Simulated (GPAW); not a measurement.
Runs of GPAW 26.7.0 on GaP. It takes space group F-43m (No. 216, cubic). The conventional cell has a = 5.451 Å, b = 5.451 Å, c = 5.451 Å, α = 90.00°, β = 90.00°, γ = 90.00°. Ga (site symmetry -43m) is surrounded by 4 P at 2.36 Å. P (site symmetry -43m) is surrounded by 4 Ga at 2.36 Å. 

```csv
task,level,potentials or basis,spin,k mesh,cutoff (eV),maxiter,band path,band points,spin axis theta (degrees),spin axis phi (degrees),mesh quality,gap on the mesh (eV),pressure (GPa)
single point,YS-PBE0,"GPAW PAW data sets (gpaw-data 1.2.1), pw",off,4 × 4 × 4,450,60,-,-,-,-,coarse,2.45,-
band structure,mBEEF,"GPAW PAW data sets (gpaw-data 1.2.1), pw","SOC, no magnetisation",8 × 8 × 8,600,150,"GXWKGLUWLK,UX",80,90,45,not flagged,2.17,(a)
band structure,optPBE-vdW,"GPAW PAW data sets (gpaw-data 1.2.1), pw","SOC, no magnetisation",8 × 8 × 8,600,150,"GXWKGLUWLK,UX",60,90,0,not flagged,1.70,-
band structure,LDA,"JTH PAW 2.0, LDA, pw",off,8 × 8 × 8,600,150,"GXWKGLUWLK,UX",60,-,-,not flagged,1.50,(b)
band structure,r4SCAN,"GPAW PAW data sets (gpaw-data 1.2.1), pw","SOC, no magnetisation",8 × 8 × 8,600,150,"GXWKGLUWLK,UX",80,90,45,not flagged,1.86,1.0
single point,B3LYP,"GPAW PAW data sets (gpaw-data 1.2.1), pw",off,4 × 4 × 4,450,60,-,-,-,-,coarse,(c),-
```

Alike in all rows: cell as given; smearing fermi-dirac 0.05 eV.

**Question.** Fill in the values left out.

**Answer.** (a) 1.7; (b) -2.9; (c) 2.92.

Caveats: some runs use coarse meshes; the PAW data sets were made with another functional, which shifts forces and pressure a little (some runs); spin-orbit coupling was added after a scalar SCF, so levels and gaps hold it while energy, forces, pressure and moments don't (some runs); this program's spin-orbit splittings come out too wide for heavy elements (some runs); exact exchange converges slowly with the k mesh, and this mesh is small (some runs); the program truncates these outside data sets (some runs).

A k mesh can miss the band edges, and rows without SOC leave out spin-orbit coupling on Ga.

The runs don't all hold the same shells in valence.

Runs at the PBE level aren't shown here.
